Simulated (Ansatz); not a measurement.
A generator proposed this cell of CaO.

```
CELL_PARAMETERS angstrom
6.48475 0.00000 0.00000
0.00000 6.48475 0.00000
0.00000 0.00000 5.58083
ATOMIC_POSITIONS crystal
Ca 0.50000 0.75197 0.79271
Ca 0.74803 0.00000 0.29271
Ca 0.00000 0.74803 0.70729
Ca 0.75197 0.50000 0.20729
Ca 0.50000 0.24803 0.79271
Ca 0.25197 0.00000 0.29271
Ca 0.00000 0.25197 0.70729
Ca 0.24803 0.50000 0.20729
O 0.00000 0.74803 0.29271
O 0.75197 0.50000 0.79271
O 0.50000 0.75197 0.20729
O 0.74803 0.00000 0.70729
O 0.00000 0.25197 0.29271
O 0.24803 0.50000 0.79271
O 0.50000 0.24803 0.20729
O 0.25197 0.00000 0.70729
```

Computed with DFT PBE, scalar-relativistic, plane waves, PAW (Ansatz). Cutoff 420 eV; k points 4×4×4 on the computed 16-atom cell (Γ-centred); Gaussian smearing, width 0.10 eV; no spin polarisation.

The zero of energy is the elements' standard structures at the same level (O₂ as a molecule); no fitted shifts are applied.

Question: What does a single point on this coarse mesh give?

Answer: The pressure is 5.3 GPa (the mean over three directions, positive in compression), the largest force is 0.32 eV/Å, and the energy is −2.83 eV/atom against the elements. The shortest distance is 2.31 Å.

Question: How much does it gain on relaxing, and where does it end?

Answer: Relaxing gains about 0.11 eV/atom in 10 ionic steps and ends at −2.947 eV/atom on the finer mesh. The symmetry goes from P4_2/nmc (No. 137) to Fm-3m (No. 225), and the primitive cell from 16 to 2 atoms. The end has the rock salt type. The volume per atom shrinks by 3.9 %, from 14.7 to 14.1 Å³. The shortest distance goes from 2.31 Å (Ca–O) to 2.42 Å (Ca–O). Conventional cell: a = 4.831 Å. Ca has 6 O at 2.42 Å; O has 6 Ca at 2.42 Å.

The last run used an 8×8×8 mesh for its 2-atom cell and Gaussian smearing of 0.02 eV. The relaxation can't lower the symmetry of the start. A later test with randomly moved atoms came back to the same energy, though modes that don't fit the test's cell weren't probed.
